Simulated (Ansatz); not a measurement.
Crystal: Sb.

```
Sb
1.0
     3.16000    0.00000    0.00000
     0.00000    3.16000    0.00000
     0.00000    0.00000    3.16000
Sb
1
Direct
  0.00000 0.00000 0.00000
```

This isn't the form of Sb at room conditions, which is rhombohedral.

- Program: Ansatz 0.2.0
- Task: relaxation of cell and atoms
- Functional: HSEsol
- Potentials or basis: Ansatz PAW
- Cutoff: 420 eV (not typed: the program's choice for these potentials)
- k mesh: 4 × 4 × 4
- Occupations: fermi-dirac, width 0.05 eV
- Spin: no spin polarisation

At the start: volume 31.55 Å³/atom.

Problem. Where does the relaxation end?

Solution. It ends after 5 steps and the volume is 27.69 Å³/atom (-12.2 %); space group Pm-3m (No. 221, to 0.05 Å).

Step by step:
```csv
step,energy change (eV),largest force (eV/Å),volume (Å³)
1,0.0000,0.0000,31.55
2,-0.0924,0.0000,27.12
3,-0.0947,0.0000,27.85
4,-0.0949,0.0000,27.69
5,-0.0940,0.0000,27.69
```

Final structure:
```xyz
1
Lattice="3.0254 0.0000 0.0000 0.0000 3.0254 0.0000 0.0000 0.0000 3.0254" Properties=species:S:1:pos:R:3 pbc="T T T"
Sb    0.0000    0.0000    0.0000
```

Caveat: the k mesh is coarse (spacing up to 0.50 Å⁻¹), so the values aren't converged, least of all with exact exchange; the plane-wave basis is chosen anew once the cell has moved, so the energies of steps on either side of that aren't comparable; the volume moved by -12 % from the deposited cell, more than functionals usually miss; the PAW data sets come from PBE, with cores solved anew for the run's functional, which leaves a small shift of forces and pressure.
